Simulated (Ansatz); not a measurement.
Input and command of a plane-wave DFT calculation in Ansatz:

```yaml
crystal:
  lattice:
    - [2.9432780955, 0.0201131738, -0.0466091727]
    - [-1.4542205283, 2.5333845928, 0.0388784197]
    - [-0.0752446324, 0.0290314697, 4.7072549871]
  atoms:
    - { symbol: Ti, position: [0.6755482196, 0.3348340732, 0.2828520726] }
    - { symbol: Ti, position: [0.3249469338, 0.6615028209, 0.7101950052] }
    - { symbol: O, position: [0.0014606901, -0.0158981989, -0.0027680215] }
basis:
  ecutwfc: 420
kpoints:
  mp_grid: { grid: [12, 12, 6] }
hamiltonian:
  xc: pbesol
scf:
  occupations: { method: gaussian, width: 0.1 }
output:
  forces: true
  stress: true
  eigenvalues: true
```

```bash
ansatz run input.yaml --threads 1 --pin off --max-ram 2560MiB --backend cpu --events-out ev --progress --plain --runs-dir out
```

Processor: Intel(R) Xeon(R) Processor @ 2.50GHz (Skylake/Cascade Lake), 1 thread, on a host shared with other jobs.

Question: How long does it run, and how much memory does it take?

Answer: About 46 s on 1 thread of Intel(R) Xeon(R) Processor @ 2.50GHz (Skylake/Cascade Lake), with other jobs on the host, peak memory 0.59 GiB. It solves 19 bands at 436 k points (the mesh reduced by symmetry) with about 681 plane waves, in 7 SCF iterations.
